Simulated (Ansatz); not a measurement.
The system is Bi2Se3 (Paraguanajuatite).

```xyz
5
Lattice="2.0715 1.1960 9.5453 -2.0715 1.1960 9.5453 0.0000 -2.3920 9.5453" Properties=species:S:1:pos:R:3 pbc="T T T"
Bi    0.0000    0.0000   17.1587
Bi    0.0000    0.0000   11.4773
Se    0.0000    0.0000   22.5738
Se    0.0000    0.0000    6.0622
Se    0.0000    0.0000    0.0000
```

| Item | Value |
| --- | --- |
| Program | Ansatz 0.2.0 |
| Task | relaxation of cell and atoms |
| Functional | BLYP |
| Dispersion | D3(BJ) |
| Potentials or basis | Ansatz PAW |
| Cutoff | 420 eV (not typed: the program's choice for these potentials) |
| k mesh | 8 × 8 × 8 |
| Occupations | fermi-dirac, width 0.05 eV |
| Spin | no spin polarisation |

At the start: volume 28.38 Å³/atom.

**Question.** How do energy, volume and symmetry change on relaxing?

**Answer.** It ends after 5 steps and the volume is 28.23 Å³/atom (-0.5 %); space group R-3m (No. 166, to 0.05 Å).

Step by step:
| step | energy change (eV) | largest force (eV/Å) | volume (Å³) |
| --- | --- | --- | --- |
| 1 | 0.0000 | 0.3228 | 141.89 |
| 2 | -0.0065 | 0.3084 | 142.75 |
| 3 | -0.0239 | 0.0162 | 141.77 |
| 4 | -0.0246 | 0.0066 | 141.15 |
| 5 | -0.0245 | 0.0066 | 141.15 |

Final structure:
```
Bi Se
1.0
     2.08671    1.20476    9.35731
    -2.08671    1.20476    9.35731
     0.00000   -2.40953    9.35731
Bi Se
2 3
Direct
  0.59810 0.59810 0.59810
  0.40190 0.40190 0.40190
  0.79109 0.79109 0.79109
  0.20891 0.20891 0.20891
  0.00000 0.00000 0.00000
```

Caveat: the plane-wave basis is chosen anew once the cell has moved, so the energies of steps on either side of that aren't comparable; the PAW data sets come from PBE, with cores solved anew for the run's functional, which leaves a small shift of forces and pressure.
